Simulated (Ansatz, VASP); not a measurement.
**CuO (Tenorite): VASP beside Ansatz**

Contents of INCAR:

```
SYSTEM = CuO
PREC = Accurate ; ENCUT = 520
EDIFF = 1E-6 ; ISMEAR = -1
SIGMA = 0.05 ; LREAL = .FALSE.
LASPH = .TRUE. ; NELM = 100
ALGO = Fast ; ISIF = 2
LWAVE = .FALSE. ; LCHARG = .TRUE.
GGA = RE ; IVDW = 12
LELF = .TRUE. ; LVHAR = .TRUE.
NBANDS = 25
```

KPOINTS

```
regular mesh
0
G
  10 10 5
  0 0 0
```

POSCAR

```
CuO
1.0
    2.3573593924     -1.7226334429      0.0000000000
    2.3573593924      1.7226334429      0.0000000000
   -0.8556569116      0.0000000000      5.0913661947
Cu O
2 2
Direct
    0.5000000000      0.0000000000      0.5000000000
    0.0000000000      0.5000000000      0.0000000000
    0.4184000000      0.5816000000      0.7500000000
    0.5816000000      0.4184000000      0.2500000000
```

The input input.yaml:

```yaml
crystal:
  lattice:
    - [2.3573593924, -1.7226334429, 0.0]
    - [2.3573593924, 1.7226334429, 0.0]
    - [-0.8556569116, 0.0, 5.0913661947]
  atoms:
    - { symbol: Cu, position: [0.5, 0.0, 0.5] }
    - { symbol: Cu, position: [0.0, 0.5, 0.0] }
    - { symbol: O, position: [0.4184, 0.5816, 0.75] }
    - { symbol: O, position: [0.5816, 0.4184, 0.25] }
hamiltonian:
  xc: revpbe
  pseudopotentials: { kind: paw }
  dispersion: d3bj
kpoints:
  mp_grid: { grid: [10, 10, 5] }
scf:
  occupations: { method: fermi_dirac, width: 0.05 }
output:
  forces: true
  stress: true
  eigenvalues: true
  write_density: true
  write_potential: true
  elf: true
  volumetric_format: npy
```

Alike in both runs: task single point; functional revPBE; dispersion D3(BJ); k mesh 10 × 10 × 5; occupations fermi-dirac, width 0.05 eV; no spin polarisation.

```csv
,VASP,Ansatz
version,VASP 6.6.1,Ansatz 0.2.0
potentials or method,"VASP PAW PBE potentials, release 64 (Cu, O)",Ansatz PAW
plane-wave cutoff (eV),520,420
valence electrons in the cell,34,50
```

|  | VASP | Ansatz | Ansatz less VASP |
| --- | --- | --- | --- |
| gap on the k mesh at the Fermi level (eV) | none | none | - |
| pressure (GPa) | -1.6 | -2.4 | -0.75 |
| largest component of the traceless stress (GPa) | 1.13 | 1.44 | +0.315 |
| rms of the force components (eV/Å) | 0.095 | 0.112 | +0.0172 |
| dispersion energy (meV/atom) | -544.5 | -544.6 | -0.06 |

Atom by atom the forces differ by 0.017 eV/Å (rms over components). A gap of «none» marks a metal or a gap that the smearing closes. The two sets of potentials don't hold the same shells in valence.

Caveats: the run has no spin polarisation, though such a crystal can be magnetic; semilocal functionals often make such compounds metallic where correlation or magnetic order opens a gap, which also shifts bond lengths; pairwise dispersion overbinds metals, which lowers pressure and volume; the PAW data sets were made with another functional, which shifts forces and pressure a little (VASP); the pressure holds a Pulay correction of +0.7 GPa for the finite cutoff (Ansatz); the PAW data sets come from PBE, with cores solved anew for the run's functional, which leaves a small shift of forces and pressure (Ansatz). With open d or f shells a metallic result of revPBE can be an artefact of self-interaction; +U or a hybrid may open a gap.
